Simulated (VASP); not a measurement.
# SnTe (Pm-3m) in VASP: notebook

The runs below take SnTe through single point, with LDA.

Program: VASP 6.6.1. These are calculated values, not measurements. Logs are shortened: lines on timing, memory, paths and dates and some standing lists are left out, and cuts for length are marked.

## Step 1: The structure

Symmetry: Pm-3m, No. 221, cubic system. Conventional cell: a = 3.905 Å, b = 3.905 Å, c = 3.905 Å, α = 90.00°, β = 90.00°, γ = 90.00°. Te (site symmetry m-3m) is surrounded by 8 Sn at 3.38 Å. Around Sn (site symmetry m-3m) lie 8 Te at 3.38 Å.

Measurements of this composition are mostly on another form, of space group No. 225.

## Step 2: Single point, LDA

Contents of INCAR:

```
SYSTEM = SnTe
ADDGRID = .False.
ALGO = Normal
EDIFF = 0.001
ENCUT = 400
GGA = CA
ISIF = 2
ISMEAR = 0
LASPH = .True.
LCHARG = .False.
LREAL = .False.
LWAVE = .False.
NELM = 100
PREC = Accurate
SIGMA = 0.05
```

Contents of KPOINTS:

```
k-points
0
Gamma
  4 4 4
  0 0 0
```

Contents of POSCAR:

```
SnTe
1.0
    3.9047000000      0.0000000000      0.0000000000
    0.0000000000      3.9047000000      0.0000000000
    0.0000000000      0.0000000000      3.9047000000
Te Sn
1 1
Direct
    0.5000000000      0.5000000000      0.5000000000
    0.0000000000      0.0000000000      0.0000000000
```

Potentials or basis: VASP PAW LDA potentials, release 64 (Te, Sn_d).

Launch:

```sh
> cat potpaw_LDA.64/Te/POTCAR potpaw_LDA.64/Sn_d/POTCAR > POTCAR
> mpirun -np 1 vasp_std > vasp.out
```

OUTCAR:

```text
SYSTEM = SnTe
   EDIFF = 0.001
   ENCUT = 400
   GGA = CA
   ISIF = 2
   ISMEAR = 0
   LASPH = .True.
   LREAL = .False.
   NELM = 100
   PREC = Accurate

 Found     10 irreducible k-points:

 Following reciprocal coordinates:
            Coordinates               Weight
  0.000000  0.000000  0.000000      1.000000
  0.250000  0.000000  0.000000      6.000000
  0.500000  0.000000  0.000000      3.000000
  0.250000  0.250000  0.000000     12.000000
  0.500000  0.250000  0.000000     12.000000
  0.500000  0.500000  0.000000      3.000000
   k-points           NKPTS =     10   k-points in BZ     NKDIM =     10   number of bands    NBANDS=     14
   number of dos      NEDOS =    301   number of ions     NIONS =      2
   total plane-waves  NPLWV =  21952
   dimension x,y,z NGX =    28 NGY =   28 NGZ =   28
   dimension x,y,z NGXF=    56 NGYF=   56 NGZF=   56
   ions per type =               1   1
   NGX,Y,Z   is equivalent  to a cutoff of  11.92, 11.92, 11.92 a.u.
   NGXF,Y,Z  is equivalent  to a cutoff of  23.84, 23.84, 23.84 a.u.
 SYSTEM =  SnTe
   PREC   = accura    normal or accurate (medium, high low for compatibility)
   ISTART =      0    job   : 0-new  1-cont  2-samecut
   ICHARG =      2    charge: 1-file 2-atom 10-const
   ISPIN  =      1    spin polarized calculation?
   LNONCOLLINEAR =      F non collinear calculations
   LSORBIT =      F    spin-orbit coupling
   LASPH  =      T    aspherical Exc in radial PAW
   ENCUT  =  400.0 eV  29.40 Ry    5.42 a.u.   6.37  6.37  6.37*2*pi/ulx,y,z
   NELM   =    100;   NELMIN=  2; NELMDL= -5     # of ELM steps
   EDIFF  = 0.1E-02   stopping-criterion for ELM
   LREAL  =      F    real-space projection
   EDIFFG = 0.1E-01   stopping-criterion for IOM
   NSW    =      0    number of steps for IOM
   IBRION =     -1    ionic relax: 0-MD 1-quasi-New 2-CG
   NFREE  =      0    steps in history (QN), initial steepest desc. (CG)
   ISIF   =      2    stress and relaxation
   ISYM   =      2    0-nonsym 1-usesym 2-fastsym
   POTIM  = 0.5000    time-step for ionic-motion
   TEBEG  =    0.0;   TEEND  =   0.0 temperature during run
   PSTRESS=    0.0 pullay stress
   NELECT =      20.0000    total number of electrons
   NUPDOWN=      -1.0000    fix difference up-down
   EMIN   =  10.00;   EMAX   =-10.00  energy-range for DOS
   EFERMI =   0.00;   METHOD = LEGACY
   ISMEAR =     0;   SIGMA  =   0.05  broadening in eV -4-tet -1-fermi 0-gaus
   EFERMI_NEDOS =   21; number of points for ismear=-14 and -15
   IALGO  =     38    algorithm
   IMIX   =      4    mixing-type and parameters
     AMIX     =   0.40;   BMIX     =  1.00
     AMIX_MAG =   1.60;   BMIX_MAG =  1.00
  volume/ion in A,a.u.               =      29.77       200.88
  Fermi-wavevector in a.u.,A,eV,Ry     =   1.138057  2.150615 17.621893  1.295173
  Thomas-Fermi vector in A             =   2.274761
   LORBIT       =      0    0 simple, 1 ext, 2 COOP (PROOUT), +10 PAW based schemes
   GGA     = CA    functional components
   LHFCALC =     F    Hartree Fock is set to
   AEXX    =    0.0000 exact exchange contribution
   IVDW    =     0    specifies the selected vdW correction
   LEPSILON=     F    determine dielectric tensor
   LRPA    =     F    only Hartree local field effects (RPA)
 non-spin polarized calculation
 Gauss-broadening in eV      SIGMA  =   0.05
  energy-cutoff  :      400.00
  volume of cell :       59.53
 maximum number of plane-waves:      1108
 NGX is ok and might be reduce to    28
   NGX = 13   NGY = 13   NGZ = 13

 number of electron      19.9999991 magnetization

 Free energy of the ion-electron system (eV)
  ---------------------------------------------------
  ext. energy  EPLUGINS =         0.00000000
  ---------------------------------------------------
  free energy    TOTEN  =        -8.16800141 eV

  energy without entropy =       -8.15852640  energy(sigma->0) =       -8.16326391

 E-fermi :   6.7860     XC(G=0): -10.0872

 val. band max:        6.7792957302   @ k =   0.5000   0.0000   0.0000
 cond. band min:       6.8049495055   @ k =   0.5000   0.2500   0.0000
 fundamental gap:      0.0256537753
 Fermi energy:         6.7859966137

 k-point     1 :       0.0000    0.0000    0.0000
  band No.  band energies     occupation
      1     -14.5773      2.00000
      2     -14.5773      2.00000
      3     -14.5405      2.00000
      4     -14.5405      2.00000
      5     -14.5405      2.00000
      6      -5.5186      2.00000
      7       1.4336      2.00000
      8       5.0992      2.00000
      9       5.0992      2.00000
     10       5.0992      2.00000
     11      10.4668      0.00000
     12      10.4668      0.00000
     13      12.0987      0.00000
     14      12.0987      0.00000

 k-point     2 :       0.2500    0.0000    0.0000
  band No.  band energies     occupation
      1     -14.5766      2.00000
      2     -14.5606      2.00000
      3     -14.5461      2.00000
      4     -14.5461      2.00000
      5     -14.5402      2.00000
      6      -5.0616      2.00000
      7       0.1048      2.00000
      8       5.2887      2.00000
      9       5.6436      2.00000
     10       5.6436      2.00000
     11       9.6705      0.00000
     12      10.6410      0.00000
     13      10.6410      0.00000
     14      10.9944      0.00000

 k-point     3 :       0.5000    0.0000    0.0000
  band No.  band energies     occupation
      1     -14.5760      2.00000
      2     -14.5516      2.00000
      3     -14.5516      2.00000
      4     -14.5440      2.00000
      5     -14.5398      2.00000
      6      -4.3576      2.00000
      7      -1.3324      2.00000
      8       6.5606      2.00000
      9       6.5606      2.00000
     10       6.7793      1.15032
     11       6.9842      0.00000
     12       8.9931      0.00000
     13       8.9931      0.00000
     14      12.2412      0.00000

 k-point     4 :       0.2500    0.2500    0.0000
  band No.  band energies     occupation
      1     -14.5681      2.00000
      2     -14.5529      2.00000
      3     -14.5516      2.00000
      4     -14.5457      2.00000
      5     -14.5450      2.00000
      6      -4.6351      2.00000
      7      -0.0151      2.00000
      8       3.2152      2.00000
      9       6.1079      2.00000
     10       6.4729      2.00000
     11       7.9511      0.00000
     12      10.2853      0.00000
     13      11.1862      0.00000
     14      13.0698      0.00000

 k-point     5 :       0.5000    0.2500    0.0000
  band No.  band energies     occupation
      1     -14.5654      2.00000
      2     -14.5597      2.00000
      3     -14.5506      2.00000
      4     -14.5447      2.00000
      5     -14.5368      2.00000
      6      -4.0178      2.00000
      7      -0.7498      2.00000
      8       3.5955      2.00000
      9       4.3293      2.00000
     10       6.8049      0.59191
     11       9.2552      0.00000
     12       9.4705      0.00000
     13       9.8687      0.00000
     14      13.8360      0.00000

 k-point     6 :       0.5000    0.5000    0.0000
  band No.  band energies     occupation
      1     -14.5677      2.00000
      2     -14.5592      2.00000
      3     -14.5495      2.00000
      4     -14.5495      2.00000
      5     -14.5252      2.00000
      6      -3.5895      2.00000
      7       0.4309      2.00000
      8       2.0840      2.00000
      9       2.0840      2.00000
     10       7.0886      0.00000
     11      10.1588      0.00000
     12      10.5686      0.00000
     13      10.5686      0.00000
     14      12.7916      0.00000

 [... further k-points ...]

------------------------ aborting loop because EDIFF is reached ----------------------------------------

  FORCE on cell =-STRESS in cart. coord.  units (eV):
  Direction    XX          YY          ZZ          XY          YZ          ZX
  --------------------------------------------------------------------------------------
  -------------------------------------------------------------------------------------
  Total       -1.3672522     -1.3672522     -1.3672522     -0.0000000     -0.0000000     -0.0000000
  in kB      -36.7956256    -36.7956256    -36.7956256     -0.0000000     -0.0000000     -0.0000000
  external PRESSURE =     -36.7956256 kB  Pullay stress =       0.0000000 kB

 VOLUME and BASIS-vectors are now :
 -----------------------------------------------------------------------------
  energy-cutoff  :      400.00
  volume of cell :       59.53
      direct lattice vectors                 reciprocal lattice vectors
     3.904700000  0.000000000  0.000000000     0.256101621  0.000000000  0.000000000
     0.000000000  3.904700000  0.000000000     0.000000000  0.256101621  0.000000000
     0.000000000  0.000000000  3.904700000     0.000000000  0.000000000  0.256101621

 POSITION                                       TOTAL-FORCE (eV/Angst)
 -----------------------------------------------------------------------------------
      1.95235      1.95235      1.95235         0.000000      0.000000      0.000000
      0.00000      0.00000      0.00000         0.000000      0.000000      0.000000
 -----------------------------------------------------------------------------------
    total drift:                               -0.000000      0.000000     -0.000000

  FREE ENERGIE OF THE ION-ELECTRON SYSTEM (eV)
  ---------------------------------------------------
  free  energy   TOTEN  =        -8.1680014139 eV

  energy  without entropy=       -8.1585263991  energy(sigma->0) =       -8.16326391
```

It took 4.2 s on 1 thread of AMD EPYC 9R14 (Zen 4), shared host; peak memory 0.11 GiB.

These settings aren't checked as converged: the numbers below hold their error.

What came out:

```
Free energy            : -8.1680 eV
Pressure               : -3.7 GPa
Band gap on the k mesh : none (metal or under the smearing width)
```

Caveat: the k mesh is coarse (spacing up to 0.40 Å⁻¹), so the values aren't converged.

## Step 3: Single point, LDA

Changes to INCAR since step 2:

```diff
@@ -3,3 +3,3 @@
 ALGO = Normal
-EDIFF = 0.001
+EDIFF = 1E-4
 ENCUT = 400
```

KPOINTS is that of step 2.

POSCAR is that of step 2.

Potentials or basis: VASP PAW LDA potentials, release 64 (Te, Sn_d).

Launch:

```sh
> cat potpaw_LDA.64/Te/POTCAR potpaw_LDA.64/Sn_d/POTCAR > POTCAR
> mpirun -np 1 vasp_std > vasp.out
```

Wall time 4.6 s (1 thread of AMD EPYC 9R14 (Zen 4), shared host); peak memory 0.11 GiB.

The run converged, but some of its settings lie outside the range that counts as converged, so its numbers aren't taken as properties of the crystal.

What came out:

```yaml
Free_energy: -8.1680 eV
Pressure: -3.8 GPa
Band_gap_on_the_k_mesh: none (metal or under the smearing width)
```

Caveat: the k mesh is coarse (spacing up to 0.40 Å⁻¹), so the values aren't converged.

## Step 4: Single point, LDA

Changes to INCAR since step 3:

```diff
@@ -3,3 +3,3 @@
 ALGO = Normal
-EDIFF = 1E-4
+EDIFF = 1E-5
 ENCUT = 400
```

KPOINTS is that of step 3.

POSCAR is that of step 3.

Launch:

```sh
> cat potpaw_LDA.64/Te/POTCAR potpaw_LDA.64/Sn_d/POTCAR > POTCAR
> mpirun -np 1 vasp_std > vasp.out
```

Run time: 4.5 s. Hardware: 1 thread of AMD EPYC 9R14 (Zen 4), shared host; peak memory 0.11 GiB.

The run converged, but some of its settings lie outside the range that counts as converged, so its numbers aren't taken as properties of the crystal.

Results:

```yaml
Free_energy: -8.1680 eV
Pressure: -3.7 GPa
Band_gap_on_the_k_mesh: none (metal or under the smearing width)
```

Caveat: the k mesh is coarse (spacing up to 0.40 Å⁻¹), so the values aren't converged.

## Step 5: Single point, LDA

Changes to INCAR since step 4:

```diff
@@ -1,5 +1,5 @@
 SYSTEM = SnTe
-ADDGRID = .False.
+ADDGRID = .True.
 ALGO = Normal
-EDIFF = 1E-5
+EDIFF = 1E-6
 ENCUT = 400
```

KPOINTS is that of step 4.

POSCAR is that of step 4.

Launch:

```sh
> cat potpaw_LDA.64/Te/POTCAR potpaw_LDA.64/Sn_d/POTCAR > POTCAR
> mpirun -np 1 vasp_std > vasp.out
```

It took 8.6 s on 1 thread of AMD EPYC 9R14 (Zen 4), shared host; peak memory 0.18 GiB.

The run converged, but some of its settings lie outside the range that counts as converged, so its numbers aren't taken as properties of the crystal.

What came out:

| Quantity | Value |
| --- | --- |
| Free energy | -8.1680 eV |
| Pressure | -3.8 GPa |
| Band gap on the k mesh | none (metal or under the smearing width) |

Caveat: the k mesh is coarse (spacing up to 0.40 Å⁻¹), so the values aren't converged.
